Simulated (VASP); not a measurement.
# HgSe (F-43m) in VASP: further runs, part 2 of 3

VASP 6.6.1.

**3. Relaxation of cell and atoms, PBE+D3(BJ)**

This run uses another cell than the first one, of 28.07 Å³/atom, 0.913 times its volume.

Contents of INCAR:

```
ALGO     = Normal         # electronic algorithm
EDIFF    = 1E-6           # SCF threshold, eV
EDIFFG   = -0.01          # ionic threshold
ENCUT    = 600            # plane-wave cutoff, eV
GGA      = PE             # functional
IBRION   = 2              # ionic algorithm
ISIF     = 3              # what is computed and relaxed
ISMEAR   = 0              # smearing method
IVDW     = 12             # dispersion correction
LASPH    = True           # aspherical terms in the spheres
LCHARG   = False          # write CHGCAR
LREAL    = False          # projectors in reciprocal space
LWAVE    = False          # write WAVECAR
NELM     = 80             # most SCF steps
NSW      = 90             # ionic steps
PREC     = Accurate       # precision mode
SIGMA    = 0.03           # smearing width, eV
```

Contents of KPOINTS:

```
k-points
0
Gamma
  10 10 10
```

Contents of POSCAR:

```
HgSe
1.0
    0.0000000000      3.0390000000      3.0390000000
    3.0390000000      0.0000000000      3.0390000000
    3.0390000000      3.0390000000      0.0000000000
Hg Se
1 1
Direct
    0.0000000000      0.0000000000      0.0000000000
    0.2500000000      0.2500000000      0.2500000000
```

Potentials or basis: VASP PAW PBE potentials, release 64 (Hg, Se).

Started as:

```sh
$ cat potpaw_PBE.64/Hg/POTCAR potpaw_PBE.64/Se/POTCAR > POTCAR
$ mpirun -np 1 vasp_std > vasp.out
```

OUTCAR:

```text
EDIFF = 1E-6
   EDIFFG = -0.01
   ENCUT = 600
   GGA = PE
   IBRION = 2
   ISIF = 3
   ISMEAR = 0
   IVDW = 12
   LASPH = True
   LREAL = False
   NELM = 80
   NSW = 90
   PREC = Accurate
 IVDW          = 12

 ion  position               nearest neighbor table
   1  0.000  0.000  0.000-   2 2.63   2 2.63   2 2.63   2 2.63
   2  0.250  0.250  0.250-   1 2.63   1 2.63   1 2.63   1 2.63

  LATTYP: Found a face centered cubic cell.
 ALAT       =     6.0780000000

  Lattice vectors:

 A1 = (   0.0000000000,   3.0390000000,   3.0390000000)
 A2 = (   3.0390000000,   0.0000000000,   3.0390000000)
 A3 = (   3.0390000000,   3.0390000000,   0.0000000000)

Analysis of symmetry for initial positions (statically):
=====================================================================
 Subroutine PRICEL returns:
 Original cell was already a primitive cell.

 Routine SETGRP: Setting up the symmetry group for a
 face centered cubic supercell.

 Subroutine GETGRP returns: Found 24 space group operations
 (whereof 24 operations were pure point group operations)
 out of a pool of 48 trial point group operations.

The static configuration has the point symmetry T_d .

Analysis of symmetry for dynamics (positions and initial velocities):
=====================================================================
 Subroutine PRICEL returns:
 Original cell was already a primitive cell.

 Routine SETGRP: Setting up the symmetry group for a
 face centered cubic supercell.

 Subroutine GETGRP returns: Found 24 space group operations
 (whereof 24 operations were pure point group operations)
 out of a pool of 48 trial point group operations.

The dynamic configuration has the point symmetry T_d .

 Subroutine INISYM returns: Found 24 space group operations
 (whereof 24 operations are pure point group operations),
 and found     1 'primitive' translations

----------------------------------------------------------------------------------------

                                     Primitive cell

  volume of cell :      56.1335

  direct lattice vectors                    reciprocal lattice vectors
     0.000000000  3.039000000  3.039000000    -0.164527805  0.164527805  0.164527805
[... 106 lines left out ...]
     AMIX_MAG =   1.60;   BMIX_MAG =  1.00
  volume/ion in A,a.u.               =      28.07       189.40
  Fermi-wavevector in a.u.,A,eV,Ry     =   1.120534  2.117502 17.083421  1.255596
  Thomas-Fermi vector in A             =   2.257181
   LORBIT       =      0    0 simple, 1 ext, 2 COOP (PROOUT), +10 PAW based schemes
   GGA     = PE    functional components
   LHFCALC =     F    Hartree Fock is set to
   AEXX    =    0.0000 exact exchange contribution
   IVDW    =    12    specifies the selected vdW correction
   LEPSILON=     F    determine dielectric tensor
   LRPA    =     F    only Hartree local field effects (RPA)
 conjugate gradient relaxation of ions
 non-spin polarized calculation
 Gauss-broadening in eV      SIGMA  =   0.03
  energy-cutoff  :      600.00
  volume of cell :       56.13
 maximum number of plane-waves:      1895
 NGX is ok and might be reduce to    36
   NGX = 17   NGY = 17   NGZ = 17

--------------------------------------- Ionic step        1  -------------------------------------------

 number of electron      17.9999998 magnetization

 Free energy of the ion-electron system (eV)
  ---------------------------------------------------
  ext. energy  EPLUGINS =         0.00000000
  ---------------------------------------------------
  free energy    TOTEN  =        -4.00991063 eV

  energy without entropy =       -4.00986436  energy(sigma->0) =       -4.00988750

------------------------ aborting loop because EDIFF is reached ----------------------------------------

 Edisp (eV)   -0.67228

 E8    (eV) :    -0.2914
[... 71 lines left out ...]
--------------------------------------- Ionic step        3  -------------------------------------------

 number of electron      18.0000001 magnetization

 Free energy of the ion-electron system (eV)
  ---------------------------------------------------
  ext. energy  EPLUGINS =         0.00000000
  ---------------------------------------------------
  free energy    TOTEN  =        -4.07343190 eV

  energy without entropy =       -4.07338562  energy(sigma->0) =       -4.07340876

 E-fermi :   1.2938     XC(G=0):  -8.8171

 val. band max:        1.2846398426   @ k =   0.0000   0.0000   0.0000
 cond. band min:       1.7258789346   @ k =   0.1000   0.0000   0.0000
 fundamental gap:      0.4412390920
 Fermi energy:         1.2937771063

 k-point     1 :       0.0000    0.0000    0.0000
  band No.  band energies     occupation
      1     -11.8410      2.00000
      2      -5.6006      2.00000
      3      -5.6006      2.00000
      4      -5.6006      2.00000
      5      -4.9386      2.00000
      6      -4.9386      2.00000
      7       0.2862      2.00000
      8       1.2846      1.33334
      9       1.2846      1.33334
     10       1.2846      1.33334
     11       6.8352      0.00000
     12       6.8352      0.00000
     13       6.8352      0.00000
[... 354 lines left out ...]
  band No.  band energies     occupation
      1     -11.3905      2.00000
      2      -5.4490      2.00000
      3      -5.2730      2.00000
      4      -5.2488      2.00000
      5      -4.8806      2.00000
      6      -4.8639      2.00000
      7      -2.8360      2.00000
      8      -0.5375      2.00000
      9      -0.3827      2.00000
     10       3.9731      0.00000
     11       4.8522      0.00000
     12       8.5927      0.00000
     13       9.4367      0.00000

 [... further k-points ...]

------------------------ aborting loop because EDIFF is reached ----------------------------------------

 Edisp (eV)   -0.63384

 E8    (eV) :    -0.2740
[... 25 lines left out ...]
  FREE ENERGIE OF THE ION-ELECTRON SYSTEM (eV)
  ---------------------------------------------------
  free  energy   TOTEN  =        -4.7072725799 eV

  energy  without entropy=       -4.7072262996  energy(sigma->0) =       -4.70724944

 reached required accuracy - stopping structural energy minimisation
```

Wall time 73 s (1 thread of Intel Xeon Platinum 8375C at 2.90GHz (Ice Lake), shared host); peak memory 0.24 GiB.

Results:

```
Free energy                            : -4.7073 eV
Relaxed volume                         : 29.55 Å³/atom
Relaxed cell                           : a = 4.372 Å, b = 4.372 Å, c = 4.372 Å, α = 60.00°, β = 60.00°, γ = 60.00°
Space group after relaxing (to 0.05 Å) : F-43m (No. 216)
Energy gained by relaxing              : 12.5 meV/atom
Ionic steps                            : 3
Pressure after relaxing                : 0.0 GPa
Band gap on the k mesh                 : none (metal or under the smearing width)
Dispersion energy per atom             : -0.317 eV
```

Step by step:
```
step  energy change (eV)  largest force (eV/Å)  pressure (GPa)  volume (Å³)
   1              0.0000                0.0000            2.87        56.13
   2             -0.0214                0.0000           -0.93        60.31
   3             -0.0251                0.0000            0.01        59.09
```

Final structure:
```xyz
2
Lattice="0.0000 3.0915 3.0915 3.0915 0.0000 3.0915 3.0915 3.0915 0.0000" Properties=species:S:1:pos:R:3 pbc="T T T"
Hg    0.0000    0.0000    0.0000
Se    1.5457    1.5457    1.5457
```

Caveat: pairwise dispersion overbinds metals, which lowers pressure and volume. Zero-point motion and thermal expansion aren't in these numbers.

**4. Relaxation of cell and atoms, PBE+D3(BJ)**

This run uses another cell than the first one, of 29.55 Å³/atom, 0.961 times its volume.

INCAR: that of step 3 with these lines changed.

```diff
@@ -1,4 +1,4 @@
 ALGO     = Normal         # electronic algorithm
-EDIFF    = 1E-6           # SCF threshold, eV
-EDIFFG   = -0.01          # ionic threshold
+EDIFF    = 1E-7           # SCF threshold, eV
+EDIFFG   = -0.005         # ionic threshold
 ENCUT    = 600            # plane-wave cutoff, eV
```

KPOINTS is that of step 3.

Contents of POSCAR:

```
HgSe                                    
1.0
   -0.0000000000      3.0914572674      3.0914572674
    3.0914572674      0.0000000000      3.0914572674
    3.0914572674      3.0914572674     -0.0000000000
  Hg              Se            
     1     1
Direct
     0.0000000000000000    0.0000000000000000    0.0000000000000000
     0.2500000000000000    0.2500000000000000    0.2500000000000000
```

Started as:

```sh
$ cat potpaw_PBE.64/Hg/POTCAR potpaw_PBE.64/Se/POTCAR > POTCAR
$ mpirun -np 1 vasp_std > vasp.out
```

Wall time 41 s (1 thread of Intel Xeon Platinum 8375C at 2.90GHz (Ice Lake), shared host); peak memory 0.24 GiB.

Results (log left out):

```yaml
Free_energy: -4.7076 eV
Pressure_after_relaxing: 0.0 GPa
Band_gap_on_the_k_mesh: none (metal or under the smearing width)
Dispersion_energy_per_atom: -0.317 eV
```

Final structure:
```xyz
2
Lattice="0.0000 3.0915 3.0915 3.0915 0.0000 3.0915 3.0915 3.0915 0.0000" Properties=species:S:1:pos:R:3 pbc="T T T"
Hg    0.0000    0.0000    0.0000
Se    1.5457    1.5457    1.5457
```

Levels at points of the mesh, in eV from the Fermi level:
```
           k point  band 5  band 6  band 7  band 8  band 9  band 10  band 11  band 12  band 13
(0.00, 0.00, 0.00)   -6.23   -6.23   -1.01   -0.01   -0.01    -0.01     5.54     5.54     5.54
(0.50, 0.00, 0.00)   -6.19   -5.95   -5.19   -0.89   -0.89     1.10     6.27     6.27     6.89
(0.50, 0.50, 0.00)   -6.13   -5.91   -4.86   -2.11   -2.11     2.72     3.10     8.36     9.60
```

Caveat: the relaxation stopped at its first step, so nothing moved; pairwise dispersion overbinds metals, which lowers pressure and volume. The run has no spin-orbit coupling, so splittings on Hg are missing.

**5. Relaxation of cell and atoms, PBEsol**

This run uses another cell than the first one, of 28.07 Å³/atom, 0.913 times its volume.

Contents of INCAR:

```
ALGO     = Normal         # electronic algorithm
EDIFF    = 1E-6           # SCF threshold, eV
EDIFFG   = -0.01          # ionic threshold
ENCUT    = 600            # plane-wave cutoff, eV
GGA      = PS             # functional
IBRION   = 2              # ionic algorithm
ISIF     = 3              # what is computed and relaxed
ISMEAR   = 0              # smearing method
KPAR     = 4            
LASPH    = T              # aspherical terms in the spheres
LCHARG   = F              # write CHGCAR
LREAL    = F              # projectors in reciprocal space
LWAVE    = F              # write WAVECAR
NELM     = 80             # most SCF steps
NSW      = 90             # ionic steps
PREC     = Accurate       # precision mode
SIGMA    = 0.03           # smearing width, eV
```

KPOINTS is that of step 4.

Contents of POSCAR:

```
HgSe
1.0
    0.0000000000      3.0390000000      3.0390000000
    3.0390000000      0.0000000000      3.0390000000
    3.0390000000      3.0390000000      0.0000000000
Hg Se
1 1
Direct
    0.0000000000      0.0000000000      0.0000000000
    0.2500000000      0.2500000000      0.2500000000
```

Started as:

```sh
$ cat potpaw_PBE.64/Hg/POTCAR potpaw_PBE.64/Se/POTCAR > POTCAR
$ mpirun -np 4 vasp_std > vasp.out
```

Wall time 33 s (4 MPI ranks of Intel Xeon Platinum 8488C (Sapphire Rapids), shared host); peak memory 0.23 GiB.

Results (log left out):

- Free energy: -4.8103 eV
- Relaxed volume: 29.01 Å³/atom
- Relaxed cell: a = 4.346 Å, b = 4.346 Å, c = 4.346 Å, α = 60.00°, β = 60.00°, γ = 60.00°
- Space group after relaxing (to 0.05 Å): F-43m (No. 216)
- Energy gained by relaxing: 5.3 meV/atom
- Ionic steps: 3
- Pressure after relaxing: 0.0 GPa
- Band gap on the k mesh: none (metal or under the smearing width)

The path:
```tsv
step	energy change (eV)	largest force (eV/Å)	pressure (GPa)	volume (Å³)
1	0.0000	0.0000	1.85	56.13
2	-0.0090	0.0000	-0.67	58.81
3	-0.0106	0.0000	0.00	58.03
```

Final structure:
```xyz
2
Lattice="0.0000 3.0728 3.0728 3.0728 0.0000 3.0728 3.0728 3.0728 0.0000" Properties=species:S:1:pos:R:3 pbc="T T T"
Hg    0.0000    0.0000    0.0000
Se    1.5364    1.5364    1.5364
```

Levels at points of the mesh, in eV from the Fermi level:
```tsv
k point	band 5	band 6	band 7	band 8	band 9	band 10	band 11	band 12	band 13
(0.00, 0.00, 0.00)	-6.30	-6.30	-1.08	-0.01	-0.01	-0.01	5.45	5.45	5.45
(0.50, 0.00, 0.00)	-6.26	-6.00	-5.37	-0.93	-0.93	1.02	6.18	6.18	6.81
(0.50, 0.50, 0.00)	-6.19	-5.96	-4.99	-2.21	-2.21	2.68	2.93	8.25	9.61
```

Caveat: the PAW data sets were made with another functional, which shifts forces and pressure a little.

(Part 2 of 3 ends here.)
